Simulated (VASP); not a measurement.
TePb: band structure with r2SCAN

The system is TePb.

```xyz
2
Lattice="0.0000 3.2310 3.2310 3.2310 0.0000 3.2310 3.2310 3.2310 0.0000" Properties=species:S:1:pos:R:3 pbc="T T T"
Pb    0.0000    0.0000    0.0000
Te    3.2310    3.2310    3.2310
```

```json
{"Program": "VASP 6.6.1", "Task": "band structure", "Functional": "r2SCAN", "Potentials or basis": "VASP PAW PBE potentials, release 64 (Pb_d, Te)", "Cutoff": "520 eV", "k mesh": "6 × 6 × 6", "Occupations": "gaussian, width 0.02 eV", "Spin": "spin-orbit coupling, no magnetisation", "Ladder": "gaps", "Further INCAR settings": "ALGO = Normal; EDIFF = 1e-06"}
```

```yaml
Pressure: 1.4 GPa
Valence_electrons_inside_the_program's_atomic_spheres: Pb 11.86; Te 3.44
```

It took 16 min on 2 MPI ranks on Intel(R) Xeon(R) Platinum 8488C (Sapphire Rapids) (shared host), peak memory 0.48 GiB a rank.

Caveat: the PAW data sets were made with another functional, which shifts forces and pressure a little.
